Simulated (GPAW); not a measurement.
Computed results, one entry a study.

### MgTe (P6_3mc): one start, several treatments of the self-energy

The structure is hexagonal, space group P6_3mc (No. 186). Conventional cell: a = 4.520 Å, b = 4.520 Å, c = 7.330 Å, α = 90.00°, β = 90.00°, γ = 120.00°. Nearest to Mg lie 4 Te at 2.74 to 2.82 Å. Nearest to Te lie 4 Mg at 2.74 to 2.82 Å. Farther neighbours and most contacts between anions are not listed.

```yaml
method: DFT, PBE, plane waves, PAW (and 1 further level or step)
program: GPAW 26.7.0
settings_of_one_run: cutoff 450 eV, GPAW PAW setups 1.2.1 data release, 3×3×2 k-mesh, nbands 84
cost: 3 runs, 58 s in all on 4 MPI ranks of Arm Neoverse V2, shared host (the runs of this entry)
notes: The cell and positions come from the Crystallography Open Database and are kept as given unless a step says otherwise. Limits: no spin-orbit coupling. Bands and cutoff are finite, so the gap is not at the basis limit. The miss can reach some tenths of an eV and take either sign; the mesh is an error of its own. The 3×3×2 mesh is coarse for this cell, which bears on the long-range parts of exchange and screening. Mesh or cutoff lie under what a gap needs, so these runs test behaviour and cost; their gaps are not to be quoted.
g0w0_godby_needs_plasmon_pole: 3.508 eV
g0w0_with_ralda_vertex: 3.678 eV
known_limits: not at the basis limit; no spin-orbit coupling; coarse k mesh
```

G0W0 with rALDA vertex: +0.170 eV against G0W0, Godby-Needs plasmon pole, at other bands or cutoff, so not like for like. With the rALDA kernel as a vertex the gap is 3.37 eV (in the polarisability), 3.76 eV (in the self-energy) and 3.65 eV (in both), against 3.51 eV without.

[Paths, hosts, dates, memory and timing lines, banners, echoed tables and standing remarks are left out of the program output.]

[Logs are printed without paths, hosts, clocks, repeated set-up lines and the standing remarks that a program may print on its own settings, such as how far it seeks lower states.]

[Runs of the session that timed out or met a known fault of the program may be left out.]

[Hosts, paths, dates, database ids (printed as entryN), source tags and the programs' standing remarks are cut or masked in the printed files.]
